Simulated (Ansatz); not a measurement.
A run of Ansatz 0.2.0 is set up as follows.

The input input.yaml:

```yaml
crystal:
  lattice:
    - [3.2274645616, 0.0, 0.0]
    - [-1.6137322808, 2.7950663001, 0.0]
    - [0.0, 0.0, 6.31247342]
  atoms:
    - { symbol: Mo, position: [0.0, 0.0, 0.5] }
    - { symbol: S, position: [0.6666666667, 0.3333333333, 0.74468068] }
    - { symbol: S, position: [0.3333333333, 0.6666666667, 0.25531932] }
hamiltonian:
  xc: pbesol
  pseudopotentials: { kind: paw }
kpoints:
  mp_grid: { grid: [9, 9, 4] }
  band_path:
    path:
      - [[0.0, 0.0, 0.0], [0.5, 0.0, 0.0], [0.3333333333, 0.3333333333, 0.0], [0.0, 0.0, 0.0], [0.0, 0.0, 0.5], [0.5, 0.0, 0.5], [0.3333333333, 0.3333333333, 0.5], [0.0, 0.0, 0.5]]
      - [[0.5, 0.0, 0.5], [0.5, 0.0, 0.0]]
      - [[0.3333333333, 0.3333333333, 0.0], [0.3333333333, 0.3333333333, 0.5]]
    npoints: 14
scf:
  occupations: { method: fermi_dirac, width: 0.05 }
  n_extra_bands: 7
output:
  forces: true
  stress: true
  eigenvalues: true
  fatbands: false
```

Potentials or basis: Ansatz PAW.

Run with:

```console
$ ansatz run input.yaml --threads 2 --pin off --max-ram 5632MiB --backend cpu --events-out ev --progress --plain --runs-dir out
```

**Question.** What does it give for the largest force?

**Answer.** 0.020 eV/Å.

**Question.** What does it give for the band gap on the k mesh?

**Answer.** None (metal or under the smearing width).

**Question.** What does it give for the pressure?

**Answer.** -3.4 GPa.

Levels at the corners of the path, in eV from the Fermi level:
| point | band 11 | band 12 | band 13 | band 14 | band 15 | band 16 |
| --- | --- | --- | --- | --- | --- | --- |
| Γ | -1.08 | -0.95 | -0.95 | -0.29 | -0.29 | 3.21 |
| M | -3.18 | -1.75 | -1.72 | 0.95 | 1.71 | 3.64 |
| K | -3.85 | -3.44 | 0.62 | 0.83 | 0.83 | 2.85 |
| Γ | -1.08 | -0.95 | -0.95 | -0.29 | -0.29 | 3.21 |
| A | -0.96 | -0.96 | -0.36 | -0.36 | -0.06 | 3.37 |
| L | -2.38 | -2.11 | -1.60 | 0.95 | 1.73 | 3.31 |
| H | -3.79 | -3.78 | 0.36 | 0.36 | 0.63 | 3.61 |
| A | -0.96 | -0.96 | -0.36 | -0.36 | -0.06 | 3.37 |
| L | -2.38 | -2.11 | -1.60 | 0.95 | 1.73 | 3.31 |
| M | -3.18 | -1.75 | -1.72 | 0.95 | 1.71 | 3.64 |
| K | -3.85 | -3.44 | 0.62 | 0.83 | 0.83 | 2.85 |
| H | -3.79 | -3.78 | 0.36 | 0.36 | 0.63 | 3.61 |

Caveat: this functional lacks dispersion, which binds the layers, so the pressure and a relaxed spacing across them are unreliable; the PAW data sets come from PBE, with cores solved anew for the run's functional, which leaves a small shift of forces and pressure.
